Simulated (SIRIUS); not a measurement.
Crystal: In.

```
CELL_PARAMETERS angstrom
-1.88253 1.88253 1.88253
1.88253 -1.88253 1.88253
1.88253 1.88253 -1.88253
ATOMIC_POSITIONS crystal
In 0.00000 0.00000 0.00000
```

This isn't the form of In at room conditions, which is tetragonal.

| Quantity | Value |
| --- | --- |
| Program | SIRIUS 7.10.0 |
| Task | single point |
| Functional | PBE |
| Potentials or basis | PseudoDojo 0.4.1 PBE standard (scalar relativistic) |
| Cutoff | 960 eV |
| Density cutoff | 3840 eV |
| k mesh | 10 × 10 × 10 |
| Occupations | fermi-dirac, width 0.05 eV |
| Spin | no spin polarisation |

On this cell: pressure 1.5 GPa; band gap on the k mesh none (metal or under the smearing width).

The same run follows on a disturbed copy (cell strained at random at fixed volume):

```
CELL_PARAMETERS angstrom
-1.86975 1.85713 1.91387
1.83353 -1.91280 1.93333
1.85852 1.90157 -1.96954
ATOMIC_POSITIONS crystal
In 0.99990 0.99783 0.00147
```

Question: What changes?

Answer: The energy (extrapolated to zero smearing) moves by +1.7 meV/atom; pressure 1.5 GPa; band gap on the k mesh none (metal or under the smearing width).

Stress tensor (GPa, compression positive):
```
 1.96 -0.06  0.35
-0.06  1.36  0.68
 0.35  0.68  1.21
```
